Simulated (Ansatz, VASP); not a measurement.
# AlCu (bare Al-Cu alloy nanowire along [110]) in two plane-wave programs, part 2 of 2

One calculation is typed for both programs; each brings its own data sets. How far apart do they land? The cell is taken from a series of runs on this material, whose earlier steps may have relaxed, scaled, displaced or heated it; both programs get it as it stands.

VASP 6.6.1 and Ansatz 0.2.0.

So far: Set-up; VASP: single point, PBE.

### 3. Ansatz: single point, PBE

Level of this step: Ansatz beside VASP: Kohn-Sham DFT, plane waves, PBE (Ansatz).

Ansatz runs on its default PAW (the set named soft_2) files.

The same cell, functional, mesh and smearing now go to Ansatz, which takes its cutoff from its data sets.

Contents of input.yaml:

```yaml
crystal:
  lattice:
    - [21.15, 0.0, 0.0]
    - [0.0, 26.18269, 0.0]
    - [0.0, 0.0, 5.31976]
  atoms:
    - { symbol: Cu, position: [0.23072, 0.35044, 0.28438] }
    - { symbol: Cu, position: [0.23185, 0.34842, 0.79412] }
    - { symbol: Cu, position: [0.2262, 0.44935, 0.28498] }
    - { symbol: Cu, position: [0.22669, 0.44589, 0.78544] }
    - { symbol: Cu, position: [0.22717, 0.55244, 0.27891] }
    - { symbol: Al, position: [0.21747, 0.5491, 0.78229] }
    - { symbol: Al, position: [0.22379, 0.65483, 0.29372] }
    - { symbol: Al, position: [0.22334, 0.6542, 0.7952] }
    - { symbol: Al, position: [0.40744, 0.24077, 0.2849] }
    - { symbol: Al, position: [0.4069, 0.23971, 0.78658] }
    - { symbol: Cu, position: [0.32116, 0.29933, 0.03828] }
    - { symbol: Cu, position: [0.40995, 0.3468, 0.28517] }
    - { symbol: Al, position: [0.31483, 0.29392, 0.53582] }
    - { symbol: Cu, position: [0.4091, 0.34477, 0.78979] }
    - { symbol: Al, position: [0.31934, 0.39837, 0.04079] }
    - { symbol: Cu, position: [0.41267, 0.44835, 0.28766] }
    - { symbol: Al, position: [0.31932, 0.39613, 0.53666] }
    - { symbol: Al, position: [0.41176, 0.44826, 0.78844] }
    - { symbol: Al, position: [0.31443, 0.50078, 0.03363] }
    - { symbol: Al, position: [0.41038, 0.55036, 0.28805] }
    - { symbol: Al, position: [0.31461, 0.49866, 0.53334] }
    - { symbol: Al, position: [0.41056, 0.55287, 0.78849] }
    - { symbol: Cu, position: [0.31652, 0.60362, 0.03879] }
    - { symbol: Al, position: [0.40945, 0.65453, 0.28813] }
    - { symbol: Al, position: [0.31513, 0.60329, 0.54268] }
    - { symbol: Cu, position: [0.40871, 0.65474, 0.79512] }
    - { symbol: Al, position: [0.31677, 0.70797, 0.04423] }
    - { symbol: Cu, position: [0.41377, 0.75472, 0.29265] }
    - { symbol: Cu, position: [0.3216, 0.70427, 0.54498] }
    - { symbol: Al, position: [0.4103, 0.75816, 0.79262] }
    - { symbol: Al, position: [0.50764, 0.19273, 0.03139] }
    - { symbol: Cu, position: [0.5936, 0.2456, 0.28113] }
    - { symbol: Cu, position: [0.50746, 0.19819, 0.53314] }
    - { symbol: Cu, position: [0.59286, 0.24959, 0.78462] }
    - { symbol: Al, position: [0.50014, 0.29475, 0.03641] }
    - { symbol: Al, position: [0.59297, 0.34584, 0.28824] }
    - { symbol: Al, position: [0.50002, 0.29574, 0.53833] }
    - { symbol: Cu, position: [0.59166, 0.34822, 0.79445] }
    - { symbol: Cu, position: [0.49953, 0.39587, 0.03785] }
    - { symbol: Al, position: [0.59226, 0.44927, 0.28876] }
    - { symbol: Al, position: [0.50085, 0.39789, 0.53984] }
    - { symbol: Cu, position: [0.59065, 0.44819, 0.7908] }
    - { symbol: Al, position: [0.50474, 0.49924, 0.03791] }
    - { symbol: Cu, position: [0.59465, 0.55024, 0.29074] }
    - { symbol: Cu, position: [0.50394, 0.50052, 0.53885] }
    - { symbol: Cu, position: [0.59331, 0.5492, 0.78663] }
    - { symbol: Al, position: [0.50646, 0.60368, 0.0367] }
    - { symbol: Al, position: [0.5967, 0.65477, 0.28931] }
    - { symbol: Al, position: [0.50648, 0.60183, 0.54088] }
    - { symbol: Cu, position: [0.59601, 0.654, 0.79219] }
    - { symbol: Cu, position: [0.50217, 0.70457, 0.04033] }
    - { symbol: Cu, position: [0.58985, 0.75481, 0.28934] }
    - { symbol: Al, position: [0.50189, 0.70408, 0.54612] }
    - { symbol: Cu, position: [0.58971, 0.75227, 0.79387] }
    - { symbol: Al, position: [0.50361, 0.80486, 0.03937] }
    - { symbol: Cu, position: [0.50433, 0.8023, 0.5371] }
    - { symbol: Cu, position: [0.68004, 0.30005, 0.02856] }
    - { symbol: Cu, position: [0.76574, 0.35332, 0.27432] }
    - { symbol: Al, position: [0.68578, 0.29277, 0.53167] }
    - { symbol: Al, position: [0.77407, 0.34724, 0.78449] }
    - { symbol: Cu, position: [0.67962, 0.39924, 0.03419] }
    - { symbol: Cu, position: [0.762, 0.45185, 0.28653] }
    - { symbol: Al, position: [0.68071, 0.39832, 0.54695] }
    - { symbol: Al, position: [0.7723, 0.44949, 0.79263] }
    - { symbol: Cu, position: [0.67674, 0.49915, 0.03258] }
    - { symbol: Cu, position: [0.7582, 0.54854, 0.28869] }
    - { symbol: Cu, position: [0.67701, 0.50022, 0.54479] }
    - { symbol: Al, position: [0.76773, 0.54929, 0.78943] }
    - { symbol: Cu, position: [0.67642, 0.59917, 0.03395] }
    - { symbol: Cu, position: [0.76118, 0.64412, 0.29004] }
    - { symbol: Cu, position: [0.67654, 0.59982, 0.54551] }
    - { symbol: Al, position: [0.7698, 0.64864, 0.79023] }
    - { symbol: Al, position: [0.68557, 0.70766, 0.03964] }
    - { symbol: Al, position: [0.68512, 0.7078, 0.542] }
kpoints:
  mp_grid: { grid: [1, 1, 4] }
hamiltonian:
  xc: pbe
scf:
  occupations: { method: fermi_dirac, width: 0.1 }
output:
  forces: true
  populations: intrinsic
  dos:
    method: { smearing: { sigma: 0.08 } }
    de: 0.1
    projected: { site_lists: { Al: [Al], Cu: [Cu] } }
  eigenvalues: true
  write_density: true
  write_potential: true
  volumetric_format: npy
```

The run is started by

```console
$ ansatz run input.yaml --threads 8 --pin off --max-ram 15872MiB --backend cpu --events-out ev --progress --plain --runs-dir out
```

Numbers of over 12 decimals in the logs are rounded to 6 here.

The log of the run:

```text
Engine: ansatz 0.2.0, x86_64-unknown-linux-gnu
Pseudopotentials: kind: paw
Pseudopotential: Cu, paw, valence charge 19, recommended cutoff 420 eV (normal), Cu.paw.azcp
Pseudopotential: Al, paw, valence charge 3, recommended cutoff 420 eV (normal), Al.paw.azcp
Functional definition: PBE
  parameter kappa = 0.804
  parameter beta = 0.066725
  exchange = pbe_x(kappa = kappa, mu = beta*pi^2/3)
  correlation = pbe_c(beta = beta)
Crystal: 74 atoms, lattice volume = 2945.891 Å³
Basis set: ecut = 420 eV, 57525 PW (Γ), exchange–correlation on 288×360×72 points (8 copies of the dense FFT grid, shifted against one another)
Bands: 489, of which v1, the nominal top of the filled ones, is band 407 counted from 1 (406 counted from 0)
Symmetry: 1 space group operations
Space group: P1 (ITA 1), of the structure as read, at distance tolerance 1.4e-4 Å
k-points: 3 of 4 (time reversal used)
Non-local potential: Cu, projectors of the file, l = 0: 3, l = 1: 2, l = 2: 3, l = 3: 1
Non-local potential: Al, projectors of the file, l = 0: 2, l = 1: 2, l = 2: 1
PAW form: soft (Blöchl's): semilocal exchange-correlation on the pseudo side does not see the compensation charge
PAW one-centre angular grid: Cu, 590 points (default); XC on 64 Gauss nodes
PAW one-centre angular grid: Al, 110 points (default); XC on 64 Gauss nodes
Initial density: superposition of atomic densities (neutral atoms: chi_scale 0, normalization atom), corrected by the library's trained network
Initial wavefunctions: pseudopotential atomic-orbital guess
Functional: x = pbe(κ = 0.804, μ = 0.219515), c = pbe(β = 0.066725)
SCF iter   1: F=—  HF=-265007.667143 eV  |F-HF|=—  |Δ(HF+E_count)|=         —  Δρ=3.46e-3  dr2=3.97e0  ethr=1.77e-3  ⟨swp⟩=8.3  Hψ=6407  notcnv=0  defer=85
preconditioner: auto → LDOS  [metal: Δε(μ)=0.026 eV  Ē_g=6.263 eV  σ=0.100 eV  W_gap=0.06  n_scr=518 (ndim 8)  ℏωp=15.6 eV  f_vac=0.579  D(μ)=28.17/eV (n_scr^D=108)  β→1.0]
SCF iter   2: F=—  HF=-265007.689048 eV  |F-HF|=—  |Δ(HF+E_count)|=   2.19e-2  Δρ=5.11e-3  dr2=5.16e-1  ethr=4.88e-4  ⟨swp⟩=2.3  Hψ=2036  notcnv=0  defer=103
SCF iter   3: F=—  HF=-265007.613593 eV  |F-HF|=—  |Δ(HF+E_count)|=   7.55e-2  Δρ=1.37e-3  dr2=5.73e-2  ethr=6.34e-5  ⟨swp⟩=2.0  Hψ=2367  notcnv=0  defer=103
SCF iter   4: F=—  HF=-265007.609695 eV  |F-HF|=—  |Δ(HF+E_count)|=   3.90e-3  Δρ=5.89e-4  dr2=1.04e-2  ethr=7.04e-6  ⟨swp⟩=2.3  Hψ=2518  notcnv=0  defer=103
SCF iter   5: F=—  HF=-265007.610155 eV  |F-HF|=—  |Δ(HF+E_count)|=   4.60e-4  Δρ=5.16e-4  dr2=5.73e-3  ethr=1.28e-6  ⟨swp⟩=2.7  Hψ=2589  notcnv=0  defer=103
SCF iter   6: F=—  HF=-265007.609522 eV  |F-HF|=—  |Δ(HF+E_count)|=   6.34e-4  Δρ=9.27e-5  dr2=2.56e-4  ethr=7.04e-7  ⟨swp⟩=2.0  Hψ=2024  notcnv=0  defer=103
SCF iter   7: F=—  HF=-265007.609565 eV  |F-HF|=—  |Δ(HF+E_count)|=   4.31e-5  Δρ=5.18e-5  dr2=7.09e-5  ethr=3.14e-8  ⟨swp⟩=2.0  Hψ=2593  notcnv=0  defer=103
SCF iter   8: F=—  HF=-265007.610780 eV  |F-HF|=—  |Δ(HF+E_count)|=   1.22e-3  Δρ=2.46e-5  dr2=1.56e-5  ethr=8.70e-9  ⟨swp⟩=2.0  Hψ=2249  notcnv=0  defer=99
SCF iter   9: F=—  HF=-265007.610786 eV  |F-HF|=—  |Δ(HF+E_count)|=   6.18e-6  Δρ=9.02e-6  dr2=1.71e-6  ethr=1.92e-9  ⟨swp⟩=2.0  Hψ=2460  notcnv=0  defer=99
SCF iter  10: F=—  HF=-265007.610789 eV  |F-HF|=—  |Δ(HF+E_count)|=   2.30e-6  Δρ=5.51e-6  dr2=6.62e-7  ethr=2.10e-10  ⟨swp⟩=3.7  Hψ=3119  notcnv=0  defer=99
SCF iter  11: F=—  HF=-265007.610789 eV  |F-HF|=—  |Δ(HF+E_count)|=   3.76e-7  Δρ=1.82e-6  dr2=1.27e-7  ethr=8.13e-11  ⟨swp⟩=2.0  Hψ=2558  notcnv=0  defer=99
SCF iter  12: F=-265007.610789 eV  HF=-265007.610789 eV  |F-HF|=9.32e-8  |Δ(HF+E_count)|=   3.63e-7  Δρ=7.66e-7  dr2=2.53e-8  ethr=1.23e-11  ⟨swp⟩=24.3  Hψ=12226  notcnv=0
SCF 1 converged in 12 iterations: F = -265007.610789 eV  dr2 = 2.53e-8
  greatest PAW one-centre occupation: 1.000 electrons in one spin orbital (limit 2), on the Cu atom at site 0 (counted from 0), in its partial waves of l = 0
[...]
k-point 2: bands = [... 403 lower, 1.3219, 1.4018, 1.4488, 1.5211, 1.5857, 1.7683, 1.9089, 1.9349, ... 78 higher]
--- intrinsic populations: 74 sites ---
  site symbol       q [e]
     0     Cu     18.6558
     1     Cu     18.6877
     2     Cu     18.6315
     3     Cu     18.6043
     4     Cu     18.5028
     5     Al      3.3620
     6     Al      3.2135
     7     Al      3.1526
     8     Al      3.2329
     9     Al      3.2018
    10     Cu     18.5338
    11     Cu     18.4759
    12     Al      3.5302
    13     Cu     18.4524
    14     Al      3.6390
    15     Cu     18.4190
    16     Al      3.5811
    17     Al      3.3709
    18     Al      3.3904
    19     Al      3.2037
    20     Al      3.3038
    21     Al      3.1791
    22     Cu     18.4243
    23     Al      3.4534
[...]
66     Cu     18.6542
    67     Al      3.6161
    68     Cu     18.6346
    69     Cu     18.5735
    70     Cu     18.6455
    71     Al      3.3928
    72     Al      3.4096
    73     Al      3.4051
  spilling = 0.000000 (of n_electrons = 814.000000)
```

Reading the cycles: dr2 is the Hartree energy of the density residual (eV), the measure of convergence; HF is the Harris–Foulkes estimate of the energy, which meets the free energy F at convergence.

### 4. Differences

Known differences besides the potentials themselves: the data sets hold 814 valence electrons in Ansatz (on its default PAW (the set named soft_2) files) and 518 in VASP; the cutoff is 420 eV in Ansatz and 520 eV in VASP (PREC = Accurate, projectors in real space). Total energies have different zeros and are not compared.

Forces on 9 of the 74 atoms, those with the largest forces and the largest differences (eV/Å; atoms numbered as in POSCAR):

```csv
atom,"Ansatz x, y, z","VASP x, y, z"
Cu1,"0.661, 0.102, 0.067","0.636, 0.088, 0.071"
Cu2,"0.595, 0.087, -0.094","0.570, 0.074, -0.096"
Cu15,"-0.300, 0.373, 0.011","-0.306, 0.337, 0.012"
Cu20,"-0.557, 0.080, -0.107","-0.554, 0.083, -0.107"
Cu27,"-0.148, -0.428, 0.130","-0.150, -0.393, 0.129"
Cu36,"-0.288, 0.482, -0.017","-0.259, 0.493, -0.018"
Al44,"-0.312, -0.586, 0.017","-0.310, -0.571, 0.012"
Al56,"0.101, 0.708, -0.087","0.094, 0.701, -0.083"
Al65,"0.361, 0.584, 0.147","0.355, 0.571, 0.141"
```

The forces differ by 9.2 meV/Å r.m.s., which is 4.5 % of the r.m.s. force of 0.205 eV/Å (both taken over all components). With vacuum in the cell, a pressure given here is an average over mostly empty space and none of the material.

### 5. Results

| Quantity | Value |
| --- | --- |
| r.m.s. force difference (single point, PBE) | 4.5 % of the r.m.s. force |

In words: The r.m.s. force difference is 4.5 % of the r.m.s. force (single point, PBE), beyond the 3 % picked in this series as the mark of a large difference. The data sets hold unlike numbers of valence electrons (814 in Ansatz and 518 in VASP), so part of the differences comes from the potentials. Such differences can come from data sets, numerical settings and the points named under the comparisons, not from the functional's error against experiment.

[Lines on the potential files, build, host, timing and source positions are cut from VASP's logs without a mark.]

[Logs are printed without paths, hosts, clocks, repeated set-up lines and the standing remarks that a program may print on its own settings, such as how far it seeks lower states.]

[Hosts, paths, dates, database ids (printed as entryN), source tags and the programs' standing remarks are cut or masked in the printed files.]
